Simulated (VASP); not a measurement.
# V (Fd-3m) in VASP: single point with r2SCAN

Aim: the single point of V with r2SCAN.

Everything below comes from runs of VASP 6.6.1. Logs are shortened: lines on timing, memory, paths and dates and some standing lists are left out, and cuts for length are marked.

**1. The crystal as given**

The structure is cubic, space group Fd-3m (No. 227). Conventional cell: a = 5.024 Å, b = 5.024 Å, c = 5.024 Å, α = 90.00°, β = 90.00°, γ = 90.00°. V (site symmetry -43m) has 4 V at 2.18 Å as nearest neighbours.

The cell was built by a generator and needn't be a form met in nature.

**2. Single point, r2SCAN, collinear spin, typed start**

Contents of POSCAR:

```
V
1.0
    0.0000000000      2.5118249708      2.5118249708
    2.5118249708      0.0000000000      2.5118249708
    2.5118249708      2.5118249708      0.0000000000
V
2
Direct
    0.5000000000      0.5000000000      0.5000000000
    0.7500000000      0.7500000000      0.7500000000
```

Contents of INCAR.step1:

```
PREC = Accurate ; ENCUT = 520
ISMEAR = 0 ; SIGMA = 0.1
LREAL = False ; LASPH = True
NELM = 150 ; ISPIN = 2
MAGMOM = 2 2 ; LMAXMIX = 4
NBANDS = 24 ; GGA = PE
ALGO = Normal ; EDIFF = 1E-4
LWAVE = True ; LCHARG = False
```

Contents of INCAR.step2:

```
PREC = Accurate ; ENCUT = 520
EDIFF = 1E-6 ; ISMEAR = 0
SIGMA = 0.1 ; LREAL = False
LASPH = True ; NELM = 150
ALGO = Normal ; ISIF = 2
LWAVE = False ; LCHARG = False
ISPIN = 2 ; MAGMOM = 2 2
LORBIT = 11 ; LMAXMIX = 4
METAGGA = R2SCAN ; LMIXTAU = True
NBANDS = 24 ; ISTART = 1
```

Contents of KPOINTS:

```
Automatic mesh
0
Gamma
  6 6 6
```

Potentials or basis: VASP PAW PBE potentials, release 64 (V_sv).

The run is started by

```bash
$ cat potpaw_PBE.64/V_sv/POTCAR > POTCAR
$ cp INCAR.step1 INCAR
$ mpirun -np 1 vasp_std > vasp.out
$ cp INCAR.step2 INCAR
$ mpirun -np 1 vasp_std > vasp.out
```

OUTCAR:

```text
PREC = Accurate
   ENCUT = 520
   EDIFF = 1E-6
   ISMEAR = 0
   LREAL = False
   LASPH = True
   NELM = 150
   ISIF = 2
   ISPIN = 2
   LORBIT = 11
   METAGGA = R2SCAN
   ISTART = 1

 ion  position               nearest neighbor table
   1  0.500  0.500  0.500-   2 2.18   2 2.18   2 2.18   2 2.18
   2  0.750  0.750  0.750-   1 2.18   1 2.18   1 2.18   1 2.18

  LATTYP: Found a face centered cubic cell.
 ALAT       =     5.0236499416

  Lattice vectors:

 A1 = (   0.0000000000,   2.5118249708,   2.5118249708)
 A2 = (   2.5118249708,   0.0000000000,   2.5118249708)
 A3 = (   2.5118249708,   2.5118249708,   0.0000000000)

Analysis of symmetry for initial positions (statically):
=====================================================================
 Subroutine PRICEL returns:
 Original cell was already a primitive cell.

 Routine SETGRP: Setting up the symmetry group for a
 face centered cubic supercell.

 Subroutine GETGRP returns: Found 48 space group operations
 (whereof 24 operations were pure point group operations)
 out of a pool of 48 trial point group operations.

The static configuration has the point symmetry T_d .
 The point group associated with its full space group is O_h .

Analysis of symmetry for dynamics (positions and initial velocities):
=====================================================================
 Subroutine PRICEL returns:
 Original cell was already a primitive cell.

 Routine SETGRP: Setting up the symmetry group for a
 face centered cubic supercell.

 Subroutine GETGRP returns: Found 48 space group operations
 (whereof 24 operations were pure point group operations)
 out of a pool of 48 trial point group operations.

The dynamic configuration has the point symmetry T_d .
 The point group associated with its full space group is O_h .

Analysis of structural, dynamic, and magnetic symmetry:
=====================================================================
 Subroutine PRICEL returns:
 Original cell was already a primitive cell.

 Routine SETGRP: Setting up the symmetry group for a
 face centered cubic supercell.

 Subroutine GETGRP returns: Found 48 space group operations
 (whereof 24 operations were pure point group operations)
 out of a pool of 48 trial point group operations.

The overall configuration has the point symmetry T_d .
 The point group associated with its full space group is O_h .

 Subroutine INISYM returns: Found 48 space group operations
 (whereof 24 operations are pure point group operations),
 and found     1 'primitive' translations

----------------------------------------------------------------------------------------

                                     Primitive cell

  volume of cell :      31.6955

  direct lattice vectors                    reciprocal lattice vectors
     0.000000000  2.511824971  2.511824971    -0.199058456  0.199058456  0.199058456
     2.511824971  0.000000000  2.511824971     0.199058456 -0.199058456  0.199058456
     2.511824971  2.511824971  0.000000000     0.199058456  0.199058456 -0.199058456

  length of vectors
     3.552256940  3.552256940  3.552256940     0.344779359  0.344779359  0.344779359

  position of ions in fractional coordinates (direct lattice)
     0.500000000  0.500000000  0.500000000
     0.750000000  0.750000000  0.750000000

  ion indices of the primitive-cell ions
   primitive index   ion index
                 1           1
                 2           2

----------------------------------------------------------------------------------------

 KPOINTS: Automatic mesh

Automatic generation of k-mesh.
 Grid dimensions read from file:
 generate k-points for:    6    6    6

 Generating k-lattice:

  Cartesian coordinates                     Fractional coordinates (reciprocal lattice)
    -0.033176409  0.033176409  0.033176409     0.166666667  0.000000000  0.000000000
     0.033176409 -0.033176409  0.033176409     0.000000000  0.166666667  0.000000000
     0.033176409  0.033176409 -0.033176409     0.000000000  0.000000000  0.166666667

  Length of vectors
     0.057463227  0.057463227  0.057463227

  Shift w.r.t. Gamma in fractional coordinates (k-lattice)
     0.000000000  0.000000000  0.000000000

 Subroutine IBZKPT returns following result:
 ===========================================

 Found     16 irreducible k-points:

 Following reciprocal coordinates:
            Coordinates               Weight
  0.000000  0.000000  0.000000      1.000000
  0.166667  0.000000  0.000000      8.000000
  0.333333  0.000000  0.000000      8.000000
  0.500000  0.000000  0.000000      4.000000
  0.166667  0.166667  0.000000      6.000000
  0.333333  0.166667  0.000000     24.000000
[... 8 lines left out ...]
 -0.333333  0.333333  0.166667     24.000000
 -0.333333  0.500000  0.166667     12.000000
   k-points           NKPTS =     16   k-points in BZ     NKDIM =     16   number of bands    NBANDS=     24
   number of dos      NEDOS =    301   number of ions     NIONS =      2
   total plane-waves  NPLWV =  21952
   dimension x,y,z NGX =    28 NGY =   28 NGZ =   28
   dimension x,y,z NGXF=    56 NGYF=   56 NGZF=   56
   ions per type =               2
   NGX,Y,Z   is equivalent  to a cutoff of  13.10, 13.10, 13.10 a.u.
   NGXF,Y,Z  is equivalent  to a cutoff of  26.21, 26.21, 26.21 a.u.
 SYSTEM =  unknown system
   PREC   = accura    normal or accurate (medium, high low for compatibility)
   ISTART =      1    job   : 0-new  1-cont  2-samecut
   ICHARG =      0    charge: 1-file 2-atom 10-const
   ISPIN  =      2    spin polarized calculation?
   LNONCOLLINEAR =      F non collinear calculations
   LSORBIT =      F    spin-orbit coupling
   LASPH  =      T    aspherical Exc in radial PAW
   ENCUT  =  520.0 eV  38.22 Ry    6.18 a.u.   6.60  6.60  6.60*2*pi/ulx,y,z
   NELM   =    150;   NELMIN=  2; NELMDL=  0     # of ELM steps
   EDIFF  = 0.1E-05   stopping-criterion for ELM
   LREAL  =      F    real-space projection
   EDIFFG = 0.1E-04   stopping-criterion for IOM
   NSW    =      0    number of steps for IOM
   IBRION =     -1    ionic relax: 0-MD 1-quasi-New 2-CG
   NFREE  =      0    steps in history (QN), initial steepest desc. (CG)
   ISIF   =      2    stress and relaxation
   ISYM   =      2    0-nonsym 1-usesym 2-fastsym
   POTIM  = 0.5000    time-step for ionic-motion
   TEBEG  =    0.0;   TEEND  =   0.0 temperature during run
   PSTRESS=    0.0 pullay stress
   NELECT =      26.0000    total number of electrons
   NUPDOWN=      -1.0000    fix difference up-down
   EMIN   =  10.00;   EMAX   =-10.00  energy-range for DOS
   EFERMI =   0.00;   METHOD = LEGACY
   ISMEAR =     0;   SIGMA  =   0.10  broadening in eV -4-tet -1-fermi 0-gaus
   EFERMI_NEDOS =   21; number of points for ismear=-14 and -15
   IALGO  =     38    algorithm
   IMIX   =      4    mixing-type and parameters
     AMIX     =   0.40;   BMIX     =  1.00
     AMIX_MAG =   1.60;   BMIX_MAG =  1.00
  volume/ion in A,a.u.               =      15.85       106.95
  Fermi-wavevector in a.u.,A,eV,Ry     =   1.532498  2.896001 31.953963  2.348550
  Thomas-Fermi vector in A             =   2.639696
   LORBIT       =     11    0 simple, 1 ext, 2 COOP (PROOUT), +10 PAW based schemes
   METAGGA = R2SCAN    functional components
   LHFCALC =     F    Hartree Fock is set to
   AEXX    =    0.0000 exact exchange contribution
   IVDW    =     0    specifies the selected vdW correction
   LEPSILON=     F    determine dielectric tensor
   LRPA    =     F    only Hartree local field effects (RPA)
 spin polarized calculation
 Gauss-broadening in eV      SIGMA  =   0.10
  energy-cutoff  :      520.00
  volume of cell :       31.70
 maximum number of plane-waves:       869
 NGX is ok and might be reduce to    28
   NGX = 13   NGY = 13   NGZ = 13

 number of electron      26.0000016 magnetization       3.9294101

 Free energy of the ion-electron system (eV)
  ---------------------------------------------------
  ext. energy  EPLUGINS =         0.00000000
  ---------------------------------------------------
  free energy    TOTEN  =       -23.36847789 eV

  energy without entropy =      -23.36083470  energy(sigma->0) =      -23.36465629

 E-fermi :   8.1653     XC(G=0): -12.6489

 val. band max:        8.1306740915   @ k =   0.1667   0.0000   0.0000
 cond. band min:       8.1729676836   @ k =  -0.3333   0.3333   0.0000
 fundamental gap:      0.0422935921
 Fermi energy:         8.1652804455

 spin component 1

 k-point     1 :       0.0000    0.0000    0.0000
  band No.  band energies     occupation
      1     -59.6451      1.00000
      2     -58.5257      1.00000
      3     -32.6589      1.00000
      4     -32.6589      1.00000
      5     -32.6589      1.00000
      6     -31.2886      1.00000
[... 16 lines left out ...]
     23      22.7615      0.00000
     24      23.6374      0.00000

 k-point     2 :       0.1667    0.0000    0.0000
  band No.  band energies     occupation
      1     -59.5917      1.00000
      2     -58.5830      1.00000
      3     -32.7046      1.00000
      4     -32.7046      1.00000
      5     -32.6602      1.00000
      6     -31.2905      1.00000
[... 16 lines left out ...]
     23      21.5910      0.00000
     24      24.2399      0.00000

 k-point     3 :       0.3333    0.0000    0.0000
  band No.  band energies     occupation
      1     -59.4610      1.00000
      2     -58.7215      1.00000
      3     -32.7879      1.00000
      4     -32.7879      1.00000
      5     -32.6683      1.00000
      6     -31.2877      1.00000
[... 16 lines left out ...]
     23      20.5301      0.00000
     24      23.5480      0.00000
[... 298 lines left out ...]
 k-point    15 :      -0.3333    0.3333    0.1667
  band No.  band energies     occupation
      1     -59.2348      1.00000
      2     -58.9556      1.00000
      3     -33.0207      1.00000
      4     -32.9339      1.00000
      5     -32.2379      1.00000
      6     -31.7006      1.00000
[... 16 lines left out ...]
     23      22.0279      0.00000
     24      25.0604      0.00000

 k-point    16 :      -0.3333    0.5000    0.1667
  band No.  band energies     occupation
      1     -59.0958      1.00000
      2     -59.0958      1.00000
      3     -33.0047      1.00000
      4     -33.0047      1.00000
      5     -31.9731      1.00000
      6     -31.9731      1.00000
[... 16 lines left out ...]
     23      22.7459      0.00000
     24      22.7459      0.00000
 Fermi energy:         8.1652804455

 spin component 2

 k-point     1 :       0.0000    0.0000    0.0000
  band No.  band energies     occupation
      1     -57.4905      1.00000
      2     -56.4637      1.00000
      3     -30.4556      1.00000
      4     -30.4556      1.00000
      5     -30.4555      1.00000
      6     -29.2403      1.00000
[... 16 lines left out ...]
     23      22.9859      0.00000
     24      25.3636      0.00000

 k-point     2 :       0.1667    0.0000    0.0000
  band No.  band energies     occupation
      1     -57.4411      1.00000
      2     -56.5158      1.00000
      3     -30.5020      1.00000
      4     -30.5019      1.00000
      5     -30.4688      1.00000
      6     -29.2351      1.00000
[... 16 lines left out ...]
     23      22.6631      0.00000
     24      25.4900      0.00000

 k-point     3 :       0.3333    0.0000    0.0000
  band No.  band energies     occupation
      1     -57.3204      1.00000
      2     -56.6421      1.00000
      3     -30.5857      1.00000
      4     -30.5856      1.00000
      5     -30.5022      1.00000
      6     -29.2165      1.00000
[... 16 lines left out ...]
     23      22.0974      0.00000
     24      24.4574      0.00000
[... 298 lines left out ...]
 k-point    15 :      -0.3333    0.3333    0.1667
  band No.  band energies     occupation
      1     -57.1120      1.00000
      2     -56.8560      1.00000
      3     -30.8253      1.00000
      4     -30.7339      1.00000
      5     -30.0976      1.00000
      6     -29.6003      1.00000
[... 16 lines left out ...]
     23      23.1669      0.00000
     24      26.2221      0.00000

 k-point    16 :      -0.3333    0.5000    0.1667
  band No.  band energies     occupation
      1     -56.9844      1.00000
      2     -56.9844      1.00000
      3     -30.8066      1.00000
      4     -30.8065      1.00000
      5     -29.8536      1.00000
      6     -29.8536      1.00000
[... 16 lines left out ...]
     23      23.9145      0.00000
     24      23.9146      0.00000

------------------------ aborting loop because EDIFF is reached ----------------------------------------

  FORCE on cell =-STRESS in cart. coord.  units (eV):
  Direction    XX          YY          ZZ          XY          YZ          ZX
  --------------------------------------------------------------------------------------
  -------------------------------------------------------------------------------------
  Total        5.0069298      5.0069298      5.0069298     -0.0000000     -0.0000000      0.0000000
  in kB      253.0952332    253.0952332    253.0952332     -0.0000000     -0.0000000      0.0000000
  external PRESSURE =     253.0952332 kB  Pullay stress =       0.0000000 kB

 VOLUME and BASIS-vectors are now :
 -----------------------------------------------------------------------------
  energy-cutoff  :      520.00
  volume of cell :       31.70
      direct lattice vectors                 reciprocal lattice vectors
     0.000000000  2.511824971  2.511824971    -0.199058456  0.199058456  0.199058456
     2.511824971  0.000000000  2.511824971     0.199058456 -0.199058456  0.199058456
     2.511824971  2.511824971  0.000000000     0.199058456  0.199058456 -0.199058456

 POSITION                                       TOTAL-FORCE (eV/Angst)
 -----------------------------------------------------------------------------------
      2.51182      2.51182      2.51182        -0.000000     -0.000000     -0.000000
      3.76774      3.76774      3.76774         0.000000      0.000000      0.000000
 -----------------------------------------------------------------------------------
    total drift:                                0.000000      0.000000      0.000000

  FREE ENERGIE OF THE ION-ELECTRON SYSTEM (eV)
  ---------------------------------------------------
  free  energy   TOTEN  =       -23.3684778889 eV

  energy  without entropy=      -23.3608346963  energy(sigma->0) =      -23.36465629

 total charge

# of ion       s       p       d       tot
------------------------------------------
    1        2.351   6.166   3.483  12.000
    2        2.351   6.166   3.483  12.000
--------------------------------------------------
tot          4.702  12.333   6.966  24.001

 magnetization (x)

# of ion       s       p       d       tot
------------------------------------------
    1        0.160   0.111   1.684   1.955
    2        0.160   0.111   1.684   1.955
--------------------------------------------------
tot          0.320   0.221   3.369   3.910
```

Wall time 2.6 min (1 thread of Intel Xeon 6975P-C (Granite Rapids), shared host); peak memory 0.19 GiB.

What came out:

* Free energy: -23.3685 eV
* Pressure: 25.3 GPa
* Band gap on the k mesh: none (metal or under the smearing width)
* Net moment: 3.93 μB per cell
* Site moments: V +1.96 μB
* Valence electrons inside the program's atomic spheres: V 12.00

Levels at points of the mesh, in eV from the Fermi level:
Spin up:
```
           k point  band 11  band 12  band 13  band 14  band 15  band 16  band 17  band 18  band 19  band 20
(0.00, 0.00, 0.00)    -2.57    -2.40    -2.40    -2.40     0.53     0.53     0.53     3.63     3.63    14.30
(0.50, 0.00, 0.00)    -2.47    -2.47    -2.47    -2.47    -0.76     1.78     1.78     2.69     2.69     4.17
(0.50, 0.50, 0.00)    -2.42    -2.42    -0.74    -0.74     0.36     0.36     2.87     2.87     4.50     4.50
```
Spin down:
```tsv
k point	band 8	band 9	band 10	band 11	band 12	band 13	band 14	band 15
(0.00, 0.00, 0.00)	-37.41	-6.05	-1.15	-1.15	0.48	0.48	0.48	2.74
(0.50, 0.00, 0.00)	-37.23	-2.36	-1.38	-1.10	-1.10	0.36	0.36	1.65
(0.50, 0.50, 0.00)	-37.05	-2.91	-2.91	0.57	0.57	1.72	1.72	1.78
```

Caveat: the k mesh is coarse (spacing up to 0.36 Å⁻¹), so the values aren't converged; so large a pressure means that the cell lies far from this level's equilibrium, or that cutoff or potentials fall short; the potentials were made for another functional, which shifts forces and pressure.
